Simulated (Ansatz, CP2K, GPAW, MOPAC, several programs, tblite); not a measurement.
What each method gives for LiNbO3 (LiNbO3 type)

LiNbO3 in the LiNbO3-type structure, relaxed with r2SCAN in Ansatz, was computed with several methods. The symmetry is R3c (No. 161, trigonal); conventional cell a = 5.137 Å, c = 13.885 Å, 10.58 Å³ an atom. Li is surrounded by 6 O at 2.05–2.24 Å; Nb is surrounded by 6 O at 1.88–2.14 Å; O is surrounded by 2 Nb at 1.88–2.14 Å and 2 Li at 2.05–2.24 Å. These are computed values for a spin-unpolarised cell that may be hypothetical; none is a measurement.

```
CELL_PARAMETERS angstrom
2.56870 1.48304 4.62823
-2.56870 1.48304 4.62823
0.00000 -2.96608 4.62823
ATOMIC_POSITIONS crystal
Li 0.78217 0.78217 0.78217
Li 0.28217 0.28217 0.28217
Nb 0.50018 0.50018 0.50018
Nb 0.00018 0.00018 0.00018
O 0.60799 0.21964 0.86202
O 0.86202 0.60799 0.21964
O 0.10799 0.36202 0.71964
O 0.21964 0.86202 0.60799
O 0.71964 0.10799 0.36202
O 0.36202 0.71964 0.10799
```

Gaps and times are for a single point on this cell; volume and bulk modulus come from each method's own relaxation or energy curve at fixed shape, which is too stiff where a cell has free coordinates or axes. Times are rough, from shared hosts (Arm Neoverse V2), and each method has its own mesh and cell size. A double dagger marks a value from a curve with shape and coordinates held. PM6 (MOPAC), PM7 (MOPAC), GFN1-xTB (tblite) treat a cluster of cells at its zone centre, which samples few k points: where these miss a band edge, the gap comes out too large for that reason alone. Gaps from k meshes are read at a limited set of points (mesh, symmetry points, PBE's band edges), so each method's own least gap may be somewhat smaller. xTB and the PM methods were fitted mostly to molecules, and can miss a solid's gap by electronvolts. Minimal bases can be far off for gaps. GLLB-SC's gap includes the derivative discontinuity. d marks a direct gap, i an indirect one (no mark: not told apart), a dash a value that wasn't computed or didn't pass its checks.

```csv
method,kind,gap (eV),own volume (Å³/atom),bulk modulus (GPa),atoms computed,processor time
light PBE (260 eV and a coarse mesh),light plane-wave,3.58 i,–,–,10,1.8 s
GFN1-xTB (tblite),tight binding,1.23,–,–,120,7.2 s
PM6 (MOPAC),semi-empirical,9.28,–,–,120,9.7 s
PM7 (MOPAC),semi-empirical,4.53,–,–,120,9.8 s
PBE,semilocal,3.59 i,10.90,199‡,10,14 s
r2SCAN,semilocal,4.00 i,10.58,220‡,10,27 s
PBE/SZV (CP2K),small basis,2.96 i,11.26‡,193‡,10,48 s
GLLB-SC (GPAW),model potential,6.11,–,–,10,120 s
PBE/DZVP (CP2K),small basis,3.52 i,10.83‡,202‡,10,2.1 min
```

Against r2SCAN (4.00 eV) and with closed or daggered gaps left aside, the nearest gap at the points sampled is that of PBE (-0.41 eV) and the farthest that of PM6 (MOPAC) (+5.28 eV). r2SCAN is only a yardstick of convenience: semilocal gaps usually lie below measured ones, which GLLB-SC and hybrids aim to mend.

Volumes against r2SCAN's: PBE +3.0 %.

Runs without a result: GFN2-xTB (tblite) (single point).

The runs are scalar-relativistic, without spin-orbit coupling.
